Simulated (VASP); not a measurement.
# AlN: relaxed cell and band gap, by functional and dispersion

AlN, P6_3mc (no. 186), 4 atoms in the cell.

| Functional | Dispersion | Volume (Å³/atom) | Change from the starting volume (fraction) | Gap, path and mesh (eV) | Time (s) |
|---|---|---|---|---|---|
| PBE | none | 10.62 | 0.017 | 4.06 | 32 |
| TPSS | D3 | 10.33 | -0.011 | 4.31 | 177 |
| PBE+rVV10L | in the functional | 10.58 | 0.012 | 4.05 | 276 |
| RPBE | D4 without three-body term | 10.17 | -0.027 | 4.48 | 33 |

## Input of the first row

INCAR.step1:
```
PREC     = Accurate       # precision mode
ENCUT    = 600            # plane-wave cutoff, eV
EDIFF    = 1E-7           # SCF threshold, eV
ISMEAR   = 0              # smearing method
SIGMA    = 0.02           # smearing width, eV
LREAL    = False          # projectors in reciprocal space
LASPH    = True           # aspherical terms in the spheres
GGA_COMPAT= False        
ALGO     = Normal         # electronic algorithm
NELM     = 150            # most SCF steps
ISIF     = 3              # what is computed and relaxed
LWAVE    = False          # write WAVECAR
LCHARG   = False          # write CHGCAR
GGA      = PE             # functional
IBRION   = 2              # ionic algorithm
EDIFFG   = -0.002         # ionic threshold
NSW      = 60             # ionic steps
KPAR     = 4             
```

INCAR.step2, as INCAR.step1 but for:
```
- NSW = 60
+ NSW = 40
```

INCAR.step3, as INCAR.step2 but for:
```
- ISIF = 3
- IBRION = 2
- EDIFFG = -0.002
- NSW = 40
+ ISIF = 2
+ NBANDS = 16
```

KPOINTS:
```
k-points
0
Gamma
  7 7 4
```

KPOINTS_OPT:
```
path GMKGALHA,LM,KH
8
line-mode
reciprocal
 0.0000000000  0.0000000000  0.0000000000  G
 0.5000000000  0.0000000000  0.0000000000  M

 0.5000000000  0.0000000000  0.0000000000  M
 0.3333333333  0.3333333333  0.0000000000  K

 0.3333333333  0.3333333333  0.0000000000  K
 0.0000000000  0.0000000000  0.0000000000  G

 0.0000000000  0.0000000000  0.0000000000  G
 0.0000000000  0.0000000000  0.5000000000  A

 0.0000000000  0.0000000000  0.5000000000  A
 0.5000000000  0.0000000000  0.5000000000  L

 0.5000000000  0.0000000000  0.5000000000  L
 0.3333333333  0.3333333333  0.5000000000  H

 0.3333333333  0.3333333333  0.5000000000  H
 0.0000000000  0.0000000000  0.5000000000  A

 0.5000000000  0.0000000000  0.5000000000  L
 0.5000000000  0.0000000000  0.0000000000  M

 0.3333333333  0.3333333333  0.0000000000  K
 0.3333333333  0.3333333333  0.5000000000  H
```

POSCAR.step1:
```
AlN
1.0
    3.1130000000      0.0000000000      0.0000000000
   -1.5565000000      2.6959370820      0.0000000000
    0.0000000000      0.0000000000      4.9810000000
Al N
2 2
Direct
    0.6666666667      0.3333333333      0.5000000000
    0.3333333333      0.6666666667      0.0000000000
    0.6666666667      0.3333333333      0.8800000000
    0.3333333333      0.6666666667      0.3800000000
```

Commands (each step's output is kept before the next begins):
```
cat potpaw_PBE.64/Al/POTCAR potpaw_PBE.64/N/POTCAR > POTCAR
cp INCAR.step1 INCAR
cp POSCAR.step1 POSCAR
mpirun -np 4 vasp_std > vasp.out
cp CONTCAR POSCAR
rm WAVECAR CHG
cp INCAR.step2 INCAR
mpirun -np 4 vasp_std > vasp.out
cp CONTCAR POSCAR
rm WAVECAR CHG
cp INCAR.step3 INCAR
mpirun -np 4 vasp_std > vasp.out
```

Changes of the last row against the first:
```
(all steps)
- GGA = PE
+ GGA = RP
+ IVDW = 13
+ VDW_S9 = 0.0
```

VASP 6.6.1 took 32 s on 4 cores (Intel Xeon Platinum 8488C (Sapphire Rapids)), a shared host.
